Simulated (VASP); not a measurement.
# MgO in VASP: one cell, several levels of theory

MgO (zincblende), under +6.0 % equal strain in all directions is computed at one geometry. Runs: PBE, r2SCAN. The results are then set beside those of Ansatz 0.2.0 for the same cell. This is a trial cell built on a prototype, not taken from a measured structure, and it needn't be the compound's ground state.

Code: VASP 6.6.1. PAW datasets, plane waves. Values at 0 K without nuclear motion; spin polarisation is off, and the phase may be a hypothetical one.

### Step 1. The system as given

The cell comes from an earlier relaxation with r2SCAN in another program.

Space group F-43m (No. 216), cubic; conventional cell a = 4.837 Å, 14.15 Å³ an atom. Around Mg lie 4 O at 2.09 Å; around O lie 4 Mg at 2.09 Å.

The structure in full:

```cif
data_structure
_symmetry_space_group_name_H-M 'F-43m'
_symmetry_Int_Tables_number 216
_cell_length_a 4.8369
_cell_length_b 4.8369
_cell_length_c 4.8369
_cell_angle_alpha 90.000
_cell_angle_beta 90.000
_cell_angle_gamma 90.000
_cell_volume 113.16
loop_
_atom_site_label
_atom_site_type_symbol
_atom_site_symmetry_multiplicity
_atom_site_Wyckoff_symbol
_atom_site_fract_x
_atom_site_fract_y
_atom_site_fract_z
_atom_site_occupancy
Mg1 Mg 4 a 0.00000 0.00000 0.00000 1
O1 O 4 d 0.25000 0.25000 0.75000 1
```

### Step 2. PBE

Contents of INCAR:

```
ENCUT = 520.000000
SIGMA = 0.020000
EDIFF = 1.00e-07
GGA = PE
PREC = Accurate
IBRION = -1
ISIF = 2
ISMEAR = -1
NBANDS = 11
NELM = 120
NSW = 0
LASPH = .TRUE.
LCHARG = .TRUE.
LELF = .TRUE.
LWAVE = .FALSE.
LREAL = .FALSE.
```

Contents of KPOINTS:

```
KPOINTS created by Atomic Simulation Environment
0
Gamma
10 10 10
0 0 0
```

Contents of KPOINTS_OPT:

```
special points
6
Reciprocal
0.0000000000 0.0000000000 0.0000000000 1
-0.5000000000 -0.5000000000 0.0000000000 1
-0.3750000000 -0.3750000000 0.2500000000 1
-0.3750000000 0.0000000000 0.3750000000 1
0.0000000000 0.0000000000 0.5000000000 1
-0.5000000000 -0.2500000000 0.2500000000 1
```

Contents of POSCAR:

```
Mg O
 1.0000000000000000
     0.0000000000000000    2.4184696010000000    2.4184696010000000
     2.4184696010000000    0.0000000000000000    2.4184696010000000
     2.4184696010000000    2.4184696010000000    0.0000000000000000
 Mg  O
   1   1
Cartesian
  0.0000000000000000  0.0000000000000000  0.0000000000000000
  1.2092348005000000  1.2092348005000000  1.2092348005000000
```

Potentials: the recommended PBE PAW datasets, 8 valence electrons in the neutral cell.

Started as:

```sh
$ mpirun -np 1 vasp_std
```

Printed to the terminal (iteration lines stand in OSZICAR):

```text
POSCAR found type information on POSCAR MgO
 POSCAR found :  2 types and       2 ions
 LDA part: xc-table for (Slater+PW92), standard interpolation
 POSCAR, INCAR and KPOINTS ok, starting setup
 FFT: planning ... GRIDC
 FFT: planning ... GRID_SOFT
 FFT: planning ... GRID
 WAVECAR not read
 entering main loop
 Start KPOINTS_OPT (optional k-point list driver)
k-point batch [1-6\6]
```

OSZICAR:

```text
N       E                     dE             d eps       ncg     rms          rms(c)
DAV:   1     0.196388517337E+02    0.19639E+02   -0.42091E+03  1090   0.617E+02
DAV:   2    -0.125880478164E+02   -0.32227E+02   -0.31189E+02  1189   0.133E+02
DAV:   3    -0.136783142629E+02   -0.10903E+01   -0.10894E+01  1272   0.240E+01
DAV:   4    -0.136819865330E+02   -0.36723E-02   -0.36722E-02  1148   0.161E+00
DAV:   5    -0.136820034968E+02   -0.16964E-04   -0.16964E-04  1234   0.106E-01    0.819E+00
DAV:   6    -0.116040708395E+02    0.20779E+01   -0.15303E+01  1154   0.192E+01    0.326E+00
DAV:   7    -0.115422715243E+02    0.61799E-01   -0.30276E-01  1085   0.343E+00    0.155E+00
DAV:   8    -0.115346948539E+02    0.75767E-02   -0.69618E-02  1106   0.273E+00    0.407E-01
DAV:   9    -0.115332180249E+02    0.14768E-02   -0.20514E-03  1162   0.354E-01    0.158E-01
DAV:  10    -0.115335587083E+02   -0.34068E-03   -0.72591E-04  1142   0.174E-01    0.176E-02
DAV:  11    -0.115335586299E+02    0.78404E-07   -0.40380E-05  1211   0.337E-02    0.113E-02
DAV:  12    -0.115335601425E+02   -0.15126E-05   -0.51501E-06  1127   0.150E-02    0.162E-03
DAV:  13    -0.115335600914E+02    0.51156E-07   -0.38732E-07  1196   0.290E-03
   1 F= -.11533560E+02 E0= -.11533560E+02  d E =-.129540E-11
       N       E                     dE             ncg
DAV:   1     0.372061693887E+03   -0.16147E+04      148
DAV:   2     0.223437945982E+03   -0.14862E+03      158
DAV:   3     0.218876139079E+03   -0.45618E+01      170
DAV:   4     0.218863437617E+03   -0.12701E-01      150
DAV:   5     0.218863375832E+03   -0.61785E-04      155
DAV:   6     0.218863375388E+03   -0.44410E-06      156
DAV:   7     0.218863375384E+03   -0.37498E-08      115
```

The lines after F= are the extra pass for the points of KPOINTS_OPT, at fixed density; their E is not a total energy.

OUTCAR, selected sections:

```text
k-points           NKPTS =     47   k-points in BZ     NKDIM =     47   number of bands    NBANDS=     11

   NELECT =       8.0000    total number of electrons

   dimension x,y,z NGX =    28 NGY =   28 NGZ =   28
   dimension x,y,z NGXF=    56 NGYF=   56 NGZF=   56

  energy-cutoff  :      520.00
  volume of cell :       28.29
      direct lattice vectors                 reciprocal lattice vectors
     0.000000000  2.418469601  2.418469601    -0.206742313  0.206742313  0.206742313
     2.418469601  0.000000000  2.418469601     0.206742313 -0.206742313  0.206742313
     2.418469601  2.418469601  0.000000000     0.206742313  0.206742313 -0.206742313

 k-points in reciprocal lattice and weights: KPOINTS created by Atomic Simulation Env
   0.00000000  0.00000000  0.00000000       0.001
   0.10000000  0.00000000  0.00000000       0.008
   0.20000000  0.00000000  0.00000000       0.008
   0.30000000  0.00000000  0.00000000       0.008
   0.40000000  0.00000000  0.00000000       0.008
   0.50000000  0.00000000  0.00000000       0.004
   0.10000000  0.10000000  0.00000000       0.006
   0.20000000  0.10000000  0.00000000       0.024
[... 39 more k-points ...]

 E-fermi :   0.4435

 k-point     1 :       0.0000    0.0000    0.0000
  band No.  band energies     occupation
      1     -15.4796      2.00000
      2      -0.0280      2.00000
      3      -0.0280      2.00000
      4      -0.0280      2.00000
      5       2.7055      0.00000
      6      14.9376      0.00000
      7      14.9376      0.00000
      8      14.9376      0.00000
      9      18.5020      0.00000
     10      18.5020      0.00000
     11      18.5026      0.00000

 k-point     2 :       0.1000    0.0000    0.0000
  band No.  band energies     occupation
      1     -15.4386      2.00000
      2      -0.4676      2.00000
      3      -0.0454      2.00000
      4      -0.0454      2.00000
      5       3.2395      0.00000
      6      14.1281      0.00000
      7      14.9397      0.00000
      8      14.9397      0.00000
      9      17.3270      0.00000
     10      17.3270      0.00000
     11      17.9994      0.00000

 k-point     3 :       0.2000    0.0000    0.0000
  band No.  band energies     occupation
      1     -15.3293      2.00000
      2      -1.2665      2.00000
      3      -0.0901      2.00000
      4      -0.0901      2.00000
      5       4.3184      0.00000
      6      12.5099      0.00000
      7      14.6053      0.00000
      8      14.6053      0.00000
      9      17.0668      0.00000
     10      17.0668      0.00000
     11      17.4471      0.00000

 k-point     4 :       0.3000    0.0000    0.0000
  band No.  band energies     occupation
      1     -15.1894      2.00000
      2      -1.9847      2.00000
      3      -0.1439      2.00000
      4      -0.1439      2.00000
      5       5.5051      0.00000
      6      10.8523      0.00000
      7      13.9579      0.00000
      8      13.9579      0.00000
      9      17.2375      0.00000
     10      17.7752      0.00000
     11      17.7752      0.00000

 k-point     5 :       0.4000    0.0000    0.0000
  band No.  band energies     occupation
      1     -15.0723      2.00000
      2      -2.4660      2.00000
      3      -0.1864      2.00000
      4      -0.1864      2.00000
      5       6.6728      0.00000
      6       9.3807      0.00000
      7      13.4694      0.00000
      8      13.4694      0.00000
      9      17.3357      0.00000
     10      18.7632      0.00000
     11      18.7632      0.00000

 k-point     6 :       0.5000    0.0000    0.0000
  band No.  band energies     occupation
      1     -15.0267      2.00000
      2      -2.6349      2.00000
      3      -0.2024      2.00000
      4      -0.2024      2.00000
      5       7.5411      0.00000
      6       8.4067      0.00000
      7      13.2969      0.00000
      8      13.2969      0.00000
      9      17.4455      0.00000
     10      19.2821      0.00000
     11      19.2821      0.00000

 k-point     7 :       0.1000    0.1000    0.0000
  band No.  band energies     occupation
      1     -15.4251      2.00000
      2      -0.5071      2.00000
      3      -0.0953      2.00000
      4      -0.0953      2.00000
      5       3.3957      0.00000
      6      14.3441      0.00000
      7      14.7642      0.00000
      8      14.7642      0.00000
      9      15.6334      0.00000
     10      18.9326      0.00000
     11      19.2534      0.00000

 k-point     8 :       0.2000    0.1000    0.0000
  band No.  band energies     occupation
      1     -15.3388      2.00000
      2      -1.0960      2.00000
      3      -0.1657      2.00000
      4      -0.1377      2.00000
      5       4.2335      0.00000
      6      13.0722      0.00000
      7      14.0981      0.00000
      8      14.5679      0.00000
      9      15.4785      0.00000
     10      18.4850      0.00000
     11      18.8981      0.00000

 k-point     9 :       0.3000    0.1000    0.0000
  band No.  band energies     occupation
      1     -15.2093      2.00000
      2      -1.7668      2.00000
      3      -0.2289      2.00000
      4      -0.2053      2.00000
      5       5.3187      0.00000
      6      11.3844      0.00000
      7      13.3661      0.00000
      8      14.1595      0.00000
      9      16.2470      0.00000
     10      18.5554      0.00000
     11      18.7043      0.00000

 k-point    10 :       0.4000    0.1000    0.0000
  band No.  band energies     occupation
      1     -15.0844      2.00000
      2      -2.2774      2.00000
      3      -0.2975      2.00000
      4      -0.2616      2.00000
      5       6.4524      0.00000
      6       9.8526      0.00000
      7      12.9266      0.00000
      8      13.7112      0.00000
      9      17.0919      0.00000
     10      18.6986      0.00000
     11      19.3071      0.00000

 k-point    11 :       0.5000    0.1000    0.0000
  band No.  band energies     occupation
      1     -15.0144      2.00000
      2      -2.5266      2.00000
      3      -0.3784      2.00000
      4      -0.2524      2.00000
      5       7.5751      0.00000
      6       8.5542      0.00000
      7      12.7347      0.00000
      8      13.4478      0.00000
      9      17.8342      0.00000
     10      18.9767      0.00000
     11      19.4746      0.00000

 k-point    12 :      -0.4000    0.1000    0.0000
  band No.  band energies     occupation
      1     -15.0294      2.00000
      2      -2.4735      2.00000
      3      -0.4154      2.00000
      4      -0.2050      2.00000
      5       7.2487      0.00000
      6       8.9325      0.00000
      7      12.7419      0.00000
      8      13.4832      0.00000
      9      18.1881      0.00000
     10      18.6533      0.00000
     11      19.0606      0.00000

 k-point    13 :      -0.3000    0.1000    0.0000
  band No.  band energies     occupation
      1     -15.1230      2.00000
      2      -2.1304      2.00000
      3      -0.3908      2.00000
      4      -0.1363      2.00000
      5       6.1082      0.00000
      6      10.3500      0.00000
      7      12.9239      0.00000
      8      13.8666      0.00000
      9      17.4014      0.00000
     10      18.1359      0.00000
     11      18.9301      0.00000

 k-point    14 :      -0.2000    0.1000    0.0000
  band No.  band energies     occupation
      1     -15.2554      2.00000
      2      -1.5643      2.00000
      3      -0.3053      2.00000
      4      -0.0716      2.00000
      5       4.9627      0.00000
      6      11.9842      0.00000
      7      13.2830      0.00000
      8      14.6059      0.00000
      9      16.2859      0.00000
     10      17.7979      0.00000
     11      18.9650      0.00000

 k-point    15 :      -0.1000    0.1000    0.0000
  band No.  band energies     occupation
      1     -15.3750      2.00000
      2      -0.9169      2.00000
      3      -0.1729      2.00000
      4      -0.0363      2.00000
      5       3.9081      0.00000
      6      13.5136      0.00000
      7      13.9652      0.00000
      8      15.2722      0.00000
      9      15.9476      0.00000
     10      17.3547      0.00000
     11      19.3578      0.00000

 k-point    16 :       0.2000    0.2000    0.0000
  band No.  band energies     occupation
      1     -15.2807      2.00000
      2      -1.2588      2.00000
      3      -0.2670      2.00000
      4      -0.2670      2.00000
      5       4.6793      0.00000
      6      12.8951      0.00000
      7      13.2474      0.00000
      8      14.5516      0.00000
      9      14.5516      0.00000
     10      19.6845      0.00000
     11      20.6745      0.00000

[... the tables of k-points 17 to 47 left out ...]

  Total       -2.2216821     -2.2216821     -2.2216821      0.0000000      0.0000000      0.0000000
  in kB     -125.8173698   -125.8173698   -125.8173698      0.0000000      0.0000000      0.0000000
  external PRESSURE =    -125.8173698 kB  Pullay stress =       0.0000000 kB

 POSITION                                       TOTAL-FORCE (eV/Angst)
 -----------------------------------------------------------------------------------
      0.00000      0.00000      0.00000         0.000000     -0.000000      0.000000
      1.20923      1.20923      1.20923        -0.000000      0.000000     -0.000000
 -----------------------------------------------------------------------------------
    total drift:                                0.000000      0.000000      0.000000

  FREE ENERGIE OF THE ION-ELECTRON SYSTEM (eV)
  ---------------------------------------------------
  free  energy   TOTEN  =       -11.5335600914 eV

  energy  without entropy=      -11.5335600914  energy(sigma->0) =      -11.53356009
```

Hardware: 1 MPI rank of Intel Xeon 6975P-C, shared host.

The levels at the points of KPOINTS_OPT are read from vasprun.xml.

Levels at the named points, in eV from the top of band v (v: the last filled band by count, c: the next):

| point | v−1 | v | c | c+1 |
| --- | --- | --- | --- | --- |
| Γ | 0.00 | 0.00 | 2.73 | 14.97 |
| X | -0.66 | -0.66 | 5.83 | 10.65 |
| U | -1.41 | -0.50 | 6.89 | 10.15 |
| K | -1.41 | -0.50 | 6.89 | 10.15 |
| L | -0.17 | -0.17 | 7.57 | 8.43 |
| W | -1.46 | -0.91 | 7.12 | 10.56 |

PBE gives a direct gap of 2.73 eV at Γ. The pressure is -12.58 GPa; the forces vanish within 0.01 eV/Å.

The maps below are laid out on this run's own conventional cell (a, b, c = 4.837, 4.837, 4.837 Å).

Density in a lattice plane of the grid's cell (edges 4.84 and 4.84 Å, at 0.000 of the third edge), which holds Mg.

Values in e/Å³, 12 rows by 12 columns:
```
0.03 0.04 0.07 0.08 0.06 0.04 0.03 0.04 0.06 0.08 0.07 0.04
0.05 0.07 0.12 0.13 0.10 0.06 0.04 0.06 0.10 0.13 0.12 0.07
0.06 0.08 0.13 0.16 0.13 0.08 0.06 0.08 0.13 0.16 0.13 0.08
0.04 0.06 0.10 0.13 0.12 0.07 0.05 0.07 0.12 0.13 0.10 0.06
0.03 0.04 0.06 0.08 0.07 0.04 0.03 0.04 0.07 0.08 0.06 0.04
0.02 0.03 0.04 0.06 0.05 0.03 0.03 0.03 0.05 0.06 0.04 0.03
0.03 0.04 0.06 0.08 0.07 0.04 0.03 0.04 0.07 0.08 0.06 0.04
0.04 0.06 0.10 0.13 0.12 0.07 0.05 0.07 0.12 0.13 0.10 0.06
0.06 0.08 0.13 0.16 0.13 0.08 0.06 0.08 0.13 0.16 0.13 0.08
0.05 0.07 0.12 0.13 0.10 0.06 0.04 0.06 0.10 0.13 0.12 0.07
0.03 0.04 0.07 0.08 0.06 0.04 0.03 0.04 0.06 0.08 0.07 0.04
0.03 0.03 0.05 0.06 0.04 0.03 0.02 0.03 0.04 0.06 0.05 0.03
```
Columns run along the first of these edges and rows up along the second, over one cell in 12 and 12 even steps from the bottom left corner. Atoms in the plane (fractional): Mg at (0.00, 0.00), Mg at (0.50, 0.50).

ELF in the same plane.

Ten even steps from ' ' (0.00) to '@' (0.52):
```
        ..........              ..........      
    ..::======--::....      ....::--======::..  
    ::++######**++--..      ..--++**######++::  
  ..--**%%@@@@%%##==::..  ..::==##%%@@@@%%**--..
....--**%%@@@@@@%%**--......--**%%@@@@@@%%**--..
  ..::==##%%@@@@%%**--..  ..--**%%@@@@%%##==::..
    ..--++**######++::      ::++######**++--..  
    ....::--======::..      ..::======--::....  
        ..........              ..........      
            ..                      ..          
        ..........              ..........      
    ....::--======::..      ..::======--::....  
    ..--++**######++::      ::++######**++--..  
  ..::==##%%@@@@%%**--..  ..--**%%@@@@%%##==::..
....--**%%@@@@@@%%**--......--**%%@@@@@@%%**--..
  ..--**%%@@@@%%##==::..  ..::==##%%@@@@%%**--..
    ::++######**++--..      ..--++**######++::  
    ..::======--::....      ....::--======::..  
        ..........              ..........      
            ..                      ..          
```
Columns run along the first of these edges and rows up along the second, over one cell in 24 and 20 even steps from the bottom left corner. Atoms in the plane (fractional): Mg at (0.00, 0.00), Mg at (0.50, 0.50).

Both are smooth fields of the valence electrons: close to the nuclei they are not physical.

Outside the cores ELF peaks at 0.85 in the shell around O, 0.7 Å from O.

[end of part 1 of 2]
